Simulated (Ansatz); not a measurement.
# SnTe (Pm-3m) in Ansatz: further runs

The runs below take SnTe through single point, equation of state, with PBEsol.

Everything below comes from runs of Ansatz 0.2.0. Logs are shortened: lines on timing, memory, paths and dates and some standing lists are left out, and cuts for length are marked.

### 1 The structure

It takes space group Pm-3m (No. 221, cubic). The conventional cell has a = 3.905 Å, b = 3.905 Å, c = 3.905 Å, α = 90.00°, β = 90.00°, γ = 90.00°. Te (site symmetry m-3m) has 8 Sn at 3.38 Å as nearest neighbours. Sn (site symmetry m-3m) is surrounded by 8 Te at 3.38 Å.

Measurements of this composition are mostly on another form, of space group No. 225.

### 2 Single point, PBEsol, 27.98 Å³/atom (volume scaled by 0.94)

input.yaml

```yaml
crystal:
  lattice:
    - [3.8249898787, 0.0, 0.0]
    - [0.0, 3.8249898787, 0.0]
    - [0.0, 0.0, 3.8249898787]
  atoms:
    - { symbol: Te, position: [0.5, 0.5, 0.5] }
    - { symbol: Sn, position: [0.0, 0.0, 0.0] }
kpoints:
  mp_grid: { grid: [7, 7, 7] }
scf:
  occupations: { method: fermi_dirac, width: 0.05 }
hamiltonian:
  xc: pbesol
  pseudopotentials: { kind: all_electron, lapw: { basis_error: 0.001 } }
output:
  forces: true
  stress: true
  eigenvalues: true
```

Potentials or basis: all-electron LAPW, scalar-relativistic.

On the command line:

```
> ansatz run input.yaml --threads 1 --pin off --max-ram 3072MiB --backend cpu --events-out ev --progress --plain --runs-dir out
```

Log:

```text
Warning: RAYON_NUM_THREADS=1 ignored (pool sized by the plan → 1); use --threads N
LAPW: plane waves up to 6.507 Å⁻¹, error target 1.0e-3 eV per atom; small_component_spin mean_spin; Sn in spheres of 1.677 Å, 22 of its electrons in bands, Dirac shells []; Te in spheres of 1.635 Å, 24 of its electrons in bands, Dirac shells [] (how accurate: hamiltonian.pseudopotentials.lapw.basis_error, Limitations)
Engine: ansatz 0.2.0, x86_64-unknown-linux-gnu
Pseudopotentials: kind: all_electron
Pseudopotential: Te, LAPW, valence charge 24, lapw/all_electron/scalar/gaussian/Te, Koelling and Harmon's equation, gaussian nucleus
Pseudopotential: Sn, LAPW, valence charge 22, lapw/all_electron/scalar/gaussian/Sn, Koelling and Harmon's equation, gaussian nucleus
Functional definition: PBEsol
  exchange = pbesol_x
  correlation = pbesol_c
Crystal: 2 atoms, lattice volume = 55.962 Å³
Basis set: ecut = 161.2997867561244 eV, 251 PW (Γ), exchange–correlation at level 2
Bands: 28, of which v1, the nominal top of the filled ones, is band 23 counted from 1 (22 counted from 0)
Symmetry: 48 space group operations
Space group: Pm-3m (ITA 221), of the structure as read, at distance tolerance 3.8e-5 Å
k-points: 20 of 343
Non-local potential: Te, projectors of the file, none
Non-local potential: Sn, projectors of the file, none
Initial density: superposition of atomic densities (chi_scale 0.1, normalization cell, long waves kept (reshape's long-wave potential 0.00 eV rms))
Initial wavefunctions: plane waves of lowest kinetic energy (no species holds an atomic orbital)
Functional: x = pbesol(κ = 0.804, μ = 0.12345679012345678), c = pbesol(β = 0.046)
iter 1 solved again at ethr=2.71e-4 eV; its pass at ethr=1.00e-1 eV (dr2=1.25e-1 eV) is discarded
SCF iter   1: F=—  HF=-352821.198553 eV  |F-HF|=—  |Δ(HF+E_count)|=         —  Δρ=9.81e-3  dr2=1.25e-1  ethr=2.71e-4  ⟨swp⟩=2.9  Hψ=3615  notcnv=0
preconditioner: auto → Kerker (q_TF=auto, 2.641 Å⁻¹)  [metal: Δε(μ)=0.074 eV  Ē_g=17.645 eV  σ=0.050 eV  W_gap=0.32  n_scr=18 (ndim 8)  ℏωp=22.2 eV  f_vac=0.000  D(μ)=2.15/eV (n_scr^D=18)]
SCF iter   2: F=—  HF=-352821.156177 eV  |F-HF|=—  |Δ(HF+E_count)|=   4.24e-2  Δρ=5.15e-3  dr2=3.18e-2  ethr=2.71e-4  ⟨swp⟩=2.0  Hψ=1733  notcnv=0
SCF iter   3: F=—  HF=-352821.151416 eV  |F-HF|=—  |Δ(HF+E_count)|=   4.76e-3  Δρ=3.13e-3  dr2=1.37e-2  ethr=6.91e-5  ⟨swp⟩=2.0  Hψ=1665  notcnv=0
iter 4 solved again at ethr=2.70e-6 eV; its pass at ethr=2.98e-5 eV (dr2=1.24e-3 eV) is discarded
SCF iter   4: F=—  HF=-352821.149898 eV  |F-HF|=—  |Δ(HF+E_count)|=   1.52e-3  Δρ=9.54e-4  dr2=1.24e-3  ethr=2.70e-6  ⟨swp⟩=2.0  Hψ=2811  notcnv=0
SCF iter   5: F=—  HF=-352821.149988 eV  |F-HF|=—  |Δ(HF+E_count)|=   8.96e-5  Δρ=3.61e-4  dr2=1.77e-4  ethr=2.70e-6  ⟨swp⟩=2.0  Hψ=1665  notcnv=0
SCF iter   6: F=—  HF=-352821.149896 eV  |F-HF|=—  |Δ(HF+E_count)|=   9.21e-5  Δρ=2.02e-4  dr2=2.74e-5  ethr=3.85e-7  ⟨swp⟩=2.0  Hψ=1665  notcnv=0
SCF iter   7: F=—  HF=-352821.149891 eV  |F-HF|=—  |Δ(HF+E_count)|=   4.72e-6  Δρ=9.76e-5  dr2=7.14e-6  ethr=5.96e-8  ⟨swp⟩=2.0  Hψ=1665  notcnv=0
SCF iter   8: F=—  HF=-352821.149892 eV  |F-HF|=—  |Δ(HF+E_count)|=   4.68e-7  Δρ=2.23e-5  dr2=3.23e-7  ethr=1.55e-8  ⟨swp⟩=2.0  Hψ=1665  notcnv=0
SCF iter   9: F=-352821.149892 eV  HF=-352821.149892 eV  |F-HF|=2.27e-9  |Δ(HF+E_count)|=   1.06e-7  Δρ=6.65e-6  dr2=3.08e-8  ethr=7.03e-10  ⟨swp⟩=2.1  Hψ=1670  notcnv=0
SCF 1 converged in 9 iterations: F = -352821.149892 eV  dr2 = 3.08e-8
SCF converged after 9 iterations
Free energy (F): -352821.149892 eV
Harris-Foulkes:  -352821.149892 eV  (|F-HF|=2.27e-9)
Internal energy: -352821.137182 eV  (E = F + TS)
E sigma→0 (E₀):  -352821.143537 eV
Entropy (-TS):   -0.012710 eV (-6.355 meV/atom)
Fermi energy:    13.300522 eV
--- Per-component energies (eV) ---
  E_band       = -1760.831609
  E_kinetic    = 371846.932392
  E_xc         = -9133.701333
  E_electrostatic = -715534.368241  (all electrons and nuclei)
  E_smearing   = -0.012710  (= −TS)
  E_closure    = 0.000000  (closes the sum)
  E_atoms      = -352813.230818  (free atoms, spherical and without spin; not in F)
  Σ components = -352821.149892   (vs F -352821.149892, Δ=0.00e0)
  Basis errors (estimates in eV, not in F): energy 2.6e-4 per atom: plane waves 2.5e-4 (1.3e-4 summed), levels above the bands 4.6e-70, relativity 9.5e-9, radial functions 7.2e-6, core shells 9.3e-11; eigenvalues (radial functions only) 9.4e-6; not estimated: angular momenta, meshes, grids; target (lapw.basis_error) 1.0e-3; muffin-tin radii Sn 1.677 Å, Te 1.635 Å
--- Forces (eV/Å), atoms counted from 1 ---
  atom   1  Te     0.00000000    -0.00000000     0.00000000
  atom   2  Sn     0.00000000    -0.00000000    -0.00000000
  max |Σ_I F_I| component: 3.41e-31 eV/Å
--- Stress (GPa, compression-positive) ---
       -1.609118       0.000000       0.000000
        0.000000      -1.609118       0.000000
        0.000000       0.000000      -1.609118
  P = ⅓ Tr σ = -1.6091 GPa (-16.091 kbar)
--- Band table (eV; the first three rows and the last of 20) ---
  k-point 0: bands = ["-145.8282", "-115.9306", "-95.9311", "-95.9311", "-95.9311", "-71.7631", "-71.7631", "-71.7631", "-23.3725", "-23.3725", "-23.3659", "-23.3659", "-23.3659", "-8.0959", "-8.0959", "-8.0511", "-8.0511", "-8.0511", "0.5549", "8.2142", "11.4571", "11.4571", "11.4571", "16.7787", "16.7787", "19.1140", "19.1140", "19.1140"]
  k-point 1: bands = ["-145.8282", "-115.9306", "-95.9311", "-95.9311", "-95.9311", "-71.7631", "-71.7631", "-71.7631", "-23.3724", "-23.3711", "-23.3662", "-23.3662", "-23.3659", "-8.0956", "-8.0881", "-8.0538", "-8.0538", "-8.0509", "0.7262", "7.5687", "11.5146", "11.6554", "11.6554", "16.9575", "17.5468", "18.4708", "18.4708", "18.5239"]
  k-point 2: bands = ["-145.8282", "-115.9306", "-95.9311", "-95.9311", "-95.9311", "-71.7632", "-71.7631", "-71.7631", "-23.3724", "-23.3681", "-23.3669", "-23.3669", "-23.3658", "-8.0948", "-8.0705", "-8.0599", "-8.0599", "-8.0506", "1.2001", "6.2059", "11.9766", "12.2108", "12.2108", "16.0499", "17.0700", "17.0700", "17.4901", "20.9241"]
  k-point 19: bands = ["-145.8282", "-115.9306", "-95.9311", "-95.9311", "-95.9311", "-71.7632", "-71.7632", "-71.7632", "-23.3692", "-23.3692", "-23.3692", "-23.3620", "-23.3620", "-8.0797", "-8.0792", "-8.0792", "-8.0330", "-8.0330", "3.2609", "7.8451", "9.9194", "10.0524", "10.0524", "12.3037", "12.3037", "13.2119", "26.0130", "26.7598"]
```

It took 3.6 s on 1 thread of Intel Xeon 6975P-C (Granite Rapids), shared host; peak memory 0.3 GiB.

What came out:

```
Free energy            : -352821.1499 eV
Pressure               : -1.6 GPa
Band gap on the k mesh : none (metal or under the smearing width)
```

### 3 Single point, PBEsol, 28.58 Å³/atom (volume scaled by 0.96)

Changes to input.yaml since step 2:

```diff
@@ -2,5 +2,5 @@
   lattice:
-    - [3.8249898787, 0.0, 0.0]
-    - [0.0, 3.8249898787, 0.0]
-    - [0.0, 0.0, 3.8249898787]
+    - [3.8519273147, 0.0, 0.0]
+    - [0.0, 3.8519273147, 0.0]
+    - [0.0, 0.0, 3.8519273147]
   atoms:
```

Potentials or basis: all-electron LAPW, scalar-relativistic.

On the command line:

```
> ansatz run input.yaml --threads 1 --pin off --max-ram 3072MiB --backend cpu --events-out ev --progress --plain --runs-dir out
```

Wall time 3.2 s (1 thread of Intel Xeon 6975P-C (Granite Rapids), shared host); peak memory 0.3 GiB.

Results (log left out):

- Free energy: -352821.1346 eV
- Pressure: -2.5 GPa
- Band gap on the k mesh: none (metal or under the smearing width)

### 4 Single point, PBEsol, 29.17 Å³/atom (volume scaled by 0.98)

Changes to input.yaml since step 3:

```diff
@@ -2,5 +2,5 @@
   lattice:
-    - [3.8519273147, 0.0, 0.0]
-    - [0.0, 3.8519273147, 0.0]
-    - [0.0, 0.0, 3.8519273147]
+    - [3.8784931701, 0.0, 0.0]
+    - [0.0, 3.8784931701, 0.0]
+    - [0.0, 0.0, 3.8784931701]
   atoms:
```

On the command line:

```
> ansatz run input.yaml --threads 1 --pin off --max-ram 3072MiB --backend cpu --events-out ev --progress --plain --runs-dir out
```

It took 3.1 s on 1 thread of Intel Xeon 6975P-C (Granite Rapids), shared host; peak memory 0.3 GiB.

It converged, with:

- Free energy: -352821.1135 eV
- Pressure: -3.2 GPa
- Band gap on the k mesh: none (metal or under the smearing width)

### 5 Single point, PBEsol, 29.77 Å³/atom

Changes to input.yaml since step 4:

```diff
@@ -2,5 +2,5 @@
   lattice:
-    - [3.8784931701, 0.0, 0.0]
-    - [0.0, 3.8784931701, 0.0]
-    - [0.0, 0.0, 3.8784931701]
+    - [3.9047, 0.0, 0.0]
+    - [0.0, 3.9047, 0.0]
+    - [0.0, 0.0, 3.9047]
   atoms:
```

On the command line:

```
> ansatz run input.yaml --threads 1 --pin off --max-ram 3072MiB --backend cpu --events-out ev --progress --plain --runs-dir out
```

Run time: 3 s. Hardware: 1 thread of Intel Xeon 6975P-C (Granite Rapids), shared host; peak memory 0.31 GiB.

It converged, with:

```
Free energy            : -352821.0875 eV
Pressure               : -3.8 GPa
Band gap on the k mesh : none (metal or under the smearing width)
```

### 6 Single point, PBEsol, 30.36 Å³/atom (volume scaled by 1.02)

Changes to input.yaml since step 5:

```diff
@@ -2,5 +2,5 @@
   lattice:
-    - [3.9047, 0.0, 0.0]
-    - [0.0, 3.9047, 0.0]
-    - [0.0, 0.0, 3.9047]
+    - [3.930559694, 0.0, 0.0]
+    - [0.0, 3.930559694, 0.0]
+    - [0.0, 0.0, 3.930559694]
   atoms:
```

Potentials or basis: all-electron LAPW, scalar-relativistic.

On the command line:

```
> ansatz run input.yaml --threads 1 --pin off --max-ram 3072MiB --backend cpu --events-out ev --progress --plain --runs-dir out
```

Wall time 3.1 s (1 thread of Intel Xeon 6975P-C (Granite Rapids), shared host); peak memory 0.29 GiB.

The run converged. Its results:

* Free energy: -352821.0574 eV
* Pressure: -4.3 GPa
* Band gap on the k mesh: none (metal or under the smearing width)

### 7 Single point, PBEsol, 30.96 Å³/atom (volume scaled by 1.04)

Changes to input.yaml since step 6:

```diff
@@ -2,5 +2,5 @@
   lattice:
-    - [3.930559694, 0.0, 0.0]
-    - [0.0, 3.930559694, 0.0]
-    - [0.0, 0.0, 3.930559694]
+    - [3.9560835241, 0.0, 0.0]
+    - [0.0, 3.9560835241, 0.0]
+    - [0.0, 0.0, 3.9560835241]
   atoms:
```

On the command line:

```
> ansatz run input.yaml --threads 1 --pin off --max-ram 3072MiB --backend cpu --events-out ev --progress --plain --runs-dir out
```

It took 4.2 s on 1 thread of Intel Xeon 6975P-C (Granite Rapids), shared host; peak memory 0.3 GiB.

Results (log left out):

```
Free energy            : -352821.0238 eV
Pressure               : -4.7 GPa
Band gap on the k mesh : none (metal or under the smearing width)
```

### 8 Single point, PBEsol, 31.55 Å³/atom (volume scaled by 1.06)

Changes to input.yaml since step 7:

```diff
@@ -2,5 +2,5 @@
   lattice:
-    - [3.9560835241, 0.0, 0.0]
-    - [0.0, 3.9560835241, 0.0]
-    - [0.0, 0.0, 3.9560835241]
+    - [3.9812821877, 0.0, 0.0]
+    - [0.0, 3.9812821877, 0.0]
+    - [0.0, 0.0, 3.9812821877]
   atoms:
```

On the command line:

```
> ansatz run input.yaml --threads 1 --pin off --max-ram 3072MiB --backend cpu --events-out ev --progress --plain --runs-dir out
```

Wall time 3.6 s (1 thread of Intel Xeon 6975P-C (Granite Rapids), shared host); peak memory 0.3 GiB.

Results (log left out):

```
Free energy            : -352820.9872 eV
Pressure               : -5.1 GPa
Band gap on the k mesh : none (metal or under the smearing width)
```

### 9 Equation of state, PBEsol

Potentials or basis: all-electron LAPW, scalar-relativistic.

This step only gathers the single runs of the series.

What came out:

* Equilibrium volume: 27.05 Å³/atom (rough: see the caveat)
* Bulk modulus: 53 GPa (rough)

Energy against volume, from the lowest point:
| volume (Å³/atom) | energy (meV/atom) |
| --- | --- |
| 27.981 | 0.00 |
| 28.576 | 7.63 |
| 29.172 | 18.19 |
| 29.767 | 31.18 |
| 30.362 | 46.25 |
| 30.958 | 63.07 |
| 31.553 | 81.34 |

Caveat: the minimum lies outside the volumes run. The run has no spin-orbit coupling, so splittings on Te are missing.
